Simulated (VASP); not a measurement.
# Se (R-3m) in VASP: a series of runs, part 2 of 2

VASP 6.6.1. The steps go on from the part before.

**3. Relaxation of cell and atoms, PBE+D3(BJ), target pressure 148 GPa, at which the enthalpy is minimised**

Contents of INCAR:

```
SYSTEM = Se
ALGO = Fast
EDIFF = 1E-7
EDIFFG = -0.002
ENCUT = 520
GGA = PE
IBRION = 2
ISIF = 3
ISMEAR = 0
IVDW = 12
LASPH = .True.
LCHARG = .False.
LREAL = .False.
LWAVE = .False.
NELM = 60
NSW = 80
PREC = Accurate
PSTRESS = 1480.0
SIGMA = 0.02
```

Contents of KPOINTS:

```
k-points
0
Gamma
  15 15 15
  0 0 0
```

Contents of POSCAR:

```
Se                                      
1.0
    1.9470995926      1.1241584813      0.8621217967
   -1.9470995926      1.1241584813      0.8621217967
   -0.0000000000     -2.2483169626      0.8621217967
  Se            
     1
Direct
     0.0000000000000000    0.0000000000000000    0.0000000000000000
```

Potentials or basis: VASP PAW PBE potentials, release 64 (Se).

The run is started by

```sh
> cat potpaw_PBE.64/Se/POTCAR > POTCAR
> mpirun -np 1 vasp_std > vasp.out
```

OUTCAR:

```text
SYSTEM = Se
   EDIFF = 1E-7
   EDIFFG = -0.002
   ENCUT = 520
   GGA = PE
   IBRION = 2
   ISIF = 3
   ISMEAR = 0
   IVDW = 12
   LASPH = .True.
   LREAL = .False.
   NELM = 60
   NSW = 80
   PREC = Accurate
   PSTRESS = 1480.0
 IVDW          = 12

 ion  position               nearest neighbor table
   1  0.000  0.000  0.000-

  LATTYP: Found a trigonal (rhomboedric) cell.
 ALAT       =     2.4079416743
 COS(alpha) =    -0.3077189021

  Lattice vectors:

 A1 = (   1.9470995926,   1.1241584813,   0.8621217967)
 A2 = (  -1.9470995926,   1.1241584813,   0.8621217967)
 A3 = (   0.0000000000,  -2.2483169626,   0.8621217967)

Analysis of symmetry for initial positions (statically):
=====================================================================
 Subroutine PRICEL returns:
 Original cell was already a primitive cell.

 Routine SETGRP: Setting up the symmetry group for a
 trigonal (rhombohedral) supercell.

 Subroutine GETGRP returns: Found 12 space group operations
 (whereof 12 operations were pure point group operations)
 out of a pool of 12 trial point group operations.

The static configuration has the point symmetry D_3d.

Analysis of symmetry for dynamics (positions and initial velocities):
=====================================================================
 Subroutine PRICEL returns:
 Original cell was already a primitive cell.

 Routine SETGRP: Setting up the symmetry group for a
 trigonal (rhombohedral) supercell.

 Subroutine GETGRP returns: Found 12 space group operations
 (whereof 12 operations were pure point group operations)
 out of a pool of 12 trial point group operations.

The dynamic configuration has the point symmetry D_3d.

 Subroutine INISYM returns: Found 12 space group operations
 (whereof 12 operations are pure point group operations),
 and found     1 'primitive' translations

----------------------------------------------------------------------------------------

                                     Primitive cell

  volume of cell :      11.3223

  direct lattice vectors                    reciprocal lattice vectors
     1.947099593  1.124158481  0.862121797     0.256792206  0.148259048  0.386642972
    -1.947099593  1.124158481  0.862121797    -0.256792206  0.148259048  0.386642972
     0.000000000 -2.248316963  0.862121797     0.000000000 -0.296518097  0.386642972

  length of vectors
     2.407941674  2.407941674  2.407941685     0.487253291  0.487253291  0.487253291

  position of ions in fractional coordinates (direct lattice)
     0.000000000  0.000000000  0.000000000

  ion indices of the primitive-cell ions
   primitive index   ion index
                 1           1

----------------------------------------------------------------------------------------

 KPOINTS: k-points

Automatic generation of k-mesh.
 Grid dimensions read from file:
 generate k-points for:   15   15   15

 Generating k-lattice:

  Cartesian coordinates                     Fractional coordinates (reciprocal lattice)
     0.017119480  0.009883937  0.025776198     0.066666667  0.000000000  0.000000000
    -0.017119480  0.009883937  0.025776198     0.000000000  0.066666667  0.000000000
     0.000000000 -0.019767873  0.025776198     0.000000000  0.000000000  0.066666667

  Length of vectors
     0.032483553  0.032483553  0.032483553

  Shift w.r.t. Gamma in fractional coordinates (k-lattice)
     0.000000000  0.000000000  0.000000000

 Subroutine IBZKPT returns following result:
 ===========================================

 Found    344 irreducible k-points:

 Following reciprocal coordinates:
            Coordinates               Weight
  0.000000  0.000000  0.000000      1.000000
  0.066667 -0.000000  0.000000      6.000000
  0.133333  0.000000  0.000000      6.000000
  0.200000 -0.000000  0.000000      6.000000
  0.266667  0.000000  0.000000      6.000000
  0.333333 -0.000000 -0.000000      6.000000
[... 16 lines left out ...]
  0.133333  0.133333  0.000000      6.000000
  0.200000  0.133333  0.000000     12.000000
 [... further k-points ...]
   k-points           NKPTS =    344   k-points in BZ     NKDIM =    344   number of bands    NBANDS=      7
   number of dos      NEDOS =    301   number of ions     NIONS =      1
   total plane-waves  NPLWV =   5832
   dimension x,y,z NGX =    18 NGY =   18 NGZ =   18
   dimension x,y,z NGXF=    36 NGYF=   36 NGZF=   36
   ions per type =               1
   NGX,Y,Z   is equivalent  to a cutoff of  12.43, 12.43, 12.43 a.u.
   NGXF,Y,Z  is equivalent  to a cutoff of  24.85, 24.85, 24.85 a.u.
 SYSTEM =  Se
   PREC   = accura    normal or accurate (medium, high low for compatibility)
   ISTART =      0    job   : 0-new  1-cont  2-samecut
   ICHARG =      2    charge: 1-file 2-atom 10-const
   ISPIN  =      1    spin polarized calculation?
   LNONCOLLINEAR =      F non collinear calculations
   LSORBIT =      F    spin-orbit coupling
   LASPH  =      T    aspherical Exc in radial PAW
   ENCUT  =  520.0 eV  38.22 Ry    6.18 a.u.   4.48  4.48  4.48*2*pi/ulx,y,z
   NELM   =     60;   NELMIN=  2; NELMDL= -5     # of ELM steps
   EDIFF  = 0.1E-06   stopping-criterion for ELM
   LREAL  =      F    real-space projection
   EDIFFG = -.2E-02   stopping-criterion for IOM
   NSW    =     80    number of steps for IOM
   IBRION =      2    ionic relax: 0-MD 1-quasi-New 2-CG
   NFREE  =      1    steps in history (QN), initial steepest desc. (CG)
   ISIF   =      3    stress and relaxation
   ISYM   =      2    0-nonsym 1-usesym 2-fastsym
   POTIM  = 0.5000    time-step for ionic-motion
   TEBEG  =    0.0;   TEEND  =   0.0 temperature during run
   PSTRESS= 1480.0 pullay stress
   NELECT =       6.0000    total number of electrons
   NUPDOWN=      -1.0000    fix difference up-down
   EMIN   =  10.00;   EMAX   =-10.00  energy-range for DOS
   EFERMI =   0.00;   METHOD = LEGACY
   ISMEAR =     0;   SIGMA  =   0.02  broadening in eV -4-tet -1-fermi 0-gaus
   EFERMI_NEDOS =   21; number of points for ismear=-14 and -15
   IALGO  =     68    algorithm
   IMIX   =      4    mixing-type and parameters
     AMIX     =   0.40;   BMIX     =  1.00
     AMIX_MAG =   1.60;   BMIX_MAG =  1.00
  volume/ion in A,a.u.               =      11.32        76.41
  Fermi-wavevector in a.u.,A,eV,Ry     =   1.324789  2.503488 23.879122  1.755066
  Thomas-Fermi vector in A             =   2.454298
   LORBIT       =      0    0 simple, 1 ext, 2 COOP (PROOUT), +10 PAW based schemes
   GGA     = PE    functional components
   LHFCALC =     F    Hartree Fock is set to
   AEXX    =    0.0000 exact exchange contribution
   IVDW    =    12    specifies the selected vdW correction
   LEPSILON=     F    determine dielectric tensor
   LRPA    =     F    only Hartree local field effects (RPA)
 conjugate gradient relaxation of ions
 non-spin polarized calculation
 RMM-DIIS sequential band-by-band and
 Gauss-broadening in eV      SIGMA  =   0.02
  energy-cutoff  :      520.00
  volume of cell :       11.32
 maximum number of plane-waves:       321
 NGX is ok and might be reduce to    18
   NGX =  9   NGY =  9   NGZ =  9

 number of electron       6.0000000 magnetization

 Free energy of the ion-electron system (eV)
  ---------------------------------------------------
  ext. energy  EPLUGINS =         0.00000000
  ---------------------------------------------------
  free energy    TOTEN  =        -0.28307596 eV

  energy without entropy =       -0.28303308  energy(sigma->0) =       -0.28305452

 E-fermi :  14.8980     XC(G=0): -13.4455

 val. band max:       14.8902056314   @ k =   0.4667   0.2000   0.0667
 cond. band min:      14.9558720119   @ k =  -0.3333   0.2000   0.1333
 fundamental gap:      0.0656663805
 Fermi energy:        14.8979660484

 k-point     1 :       0.0000    0.0000    0.0000
  band No.  band energies     occupation
      1      -8.7605      2.00000
      2      20.8744      0.00000
      3      22.7005      0.00000
      4      22.7005      0.00000
      5      27.8269      0.00000
      6      27.8269      0.00000
      7      29.5756      0.00000
[... 221 lines left out ...]
 k-point    24 :       0.2000    0.1333    0.0000
  band No.  band energies     occupation
      1      -5.9189      2.00000
      2      11.1066      2.00000
      3      13.9344      2.00000
      4      18.5653      0.00000
      5      26.4870      0.00000
      6      28.7470      0.00000
      7      32.1520      0.00000

 [... further k-points ...]

------------------------ aborting loop because EDIFF is reached ----------------------------------------

 Edisp (eV)   -0.77812

 E8    (eV) :    -0.3184

  FORCE on cell =-STRESS in cart. coord.  units (eV):
  Direction    XX          YY          ZZ          XY          YZ          ZX
  --------------------------------------------------------------------------------------
  -------------------------------------------------------------------------------------
  Total      10.46014    10.46014    10.45832     0.00000    -0.00000     0.00000
  in kB    1480.17293  1480.17295  1479.91573     0.00000    -0.00000     0.00000
  external pressure =        0.09 kB  Pullay stress =     1480.00 kB

 VOLUME and BASIS-vectors are now :
 -----------------------------------------------------------------------------
  energy-cutoff  :      520.00
  volume of cell :       11.32
      direct lattice vectors                 reciprocal lattice vectors
     1.947099593  1.124158481  0.862121797     0.256792206  0.148259048  0.386642972
    -1.947099593  1.124158481  0.862121797    -0.256792206  0.148259048  0.386642972
     0.000000000 -2.248316963  0.862121797     0.000000000 -0.296518097  0.386642972

 POSITION                                       TOTAL-FORCE (eV/Angst)
 -----------------------------------------------------------------------------------
      0.00000      0.00000      0.00000         0.000000      0.000000      0.000000
 -----------------------------------------------------------------------------------
    total drift:                               -0.000000      0.000000      0.000000

  FREE ENERGIE OF THE ION-ELECTRON SYSTEM (eV)
  ---------------------------------------------------
  free  energy   TOTEN  =        -1.0611909640 eV

  energy  without entropy=       -1.0611480849  energy(sigma->0) =       -1.06116952

  enthalpy is  TOTEN    =         9.3977260237 eV   P V=       10.4589169877

 reached required accuracy - stopping structural energy minimisation
```

Run time: 11 s. Hardware: 1 thread of Intel Xeon Platinum 8488C (Sapphire Rapids), shared host; peak memory 0.15 GiB.

What came out:

- Free energy: -1.0612 eV
- Pressure after relaxing: 148.0 GPa
- Band gap on the k mesh: none (metal or under the smearing width)
- Dispersion energy per atom: -0.778 eV

Final structure:
```xyz
1
Lattice="1.9471 1.1242 0.8621 -1.9471 1.1242 0.8621 0.0000 -2.2483 0.8621" Properties=species:S:1:pos:R:3 pbc="T T T"
Se    0.0000    0.0000    0.0000
```

Levels at points of the mesh, in eV from the Fermi level:
```csv
k point,band 1,band 2,band 3,band 4,band 5,band 6,band 7
"(0.00, 0.00, 0.00)",-23.66,5.98,7.80,7.80,12.93,12.93,14.68
```

Caveat: the relaxation stopped at its first step, so nothing moved; the cell is relaxed towards a set pressure, so the enthalpy falls and the energy may rise; pairwise dispersion overbinds metals, which lowers pressure and volume.
